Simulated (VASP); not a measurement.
Input of a VASP 6.6.1 run:

File INCAR:

```
PREC     = Accurate       # precision mode
ENCUT    = 600            # plane-wave cutoff, eV
EDIFF    = 1E-6           # SCF threshold, eV
ISMEAR   = 0              # smearing method
SIGMA    = 0.1            # smearing width, eV
LREAL    = F              # projectors in reciprocal space
LASPH    = T              # aspherical terms in the spheres
NELM     = 100            # most SCF steps
ALGO     = Fast           # electronic algorithm
ISIF     = 3              # what is computed and relaxed
LWAVE    = F              # write WAVECAR
LCHARG   = F              # write CHGCAR
GGA      = PE             # functional
IBRION   = 2              # ionic algorithm
NSW      = 90             # ionic steps
EDIFFG   = -0.04          # ionic threshold
```

Contents of KPOINTS:

```
Automatic mesh
0
Gamma
  6 6 6
```

The input POSCAR:

```
B
1.0
   -2.3434805000      2.3434805000      2.3434805000
    2.3434805000     -2.3434805000      2.3434805000
    2.3434805000      2.3434805000     -2.3434805000
B
8
Direct
    0.2060000000      0.2060000000      0.2060000000
    0.5000000000      0.0000000000      0.2940000000
    0.2940000000      0.5000000000      0.0000000000
    0.0000000000      0.2940000000      0.5000000000
    0.7940000000      0.7940000000      0.7940000000
    0.5000000000      0.0000000000      0.7060000000
    0.7060000000      0.5000000000      0.0000000000
    0.0000000000      0.7060000000      0.5000000000
```

Potentials or basis: VASP PAW PBE potentials, release 64 (B).

Run with:

```bash
$ cat potpaw_PBE.64/B/POTCAR > POTCAR
$ mpirun -np 1 vasp_std > vasp.out
```

(1) Predict the band gap on the k mesh.

(2) Estimate the relaxed cell.

(3) Estimate the relaxed volume.

Results:

(1) none (metal or under the smearing width).

(2) a = 4.319 Å, b = 4.319 Å, c = 4.319 Å, α = 109.47°, β = 109.47°, γ = 109.47°.

(3) 7.75 Å³/atom.

Caveat: the volume moved by over 15 % at a fixed basis, so the end points are rough.
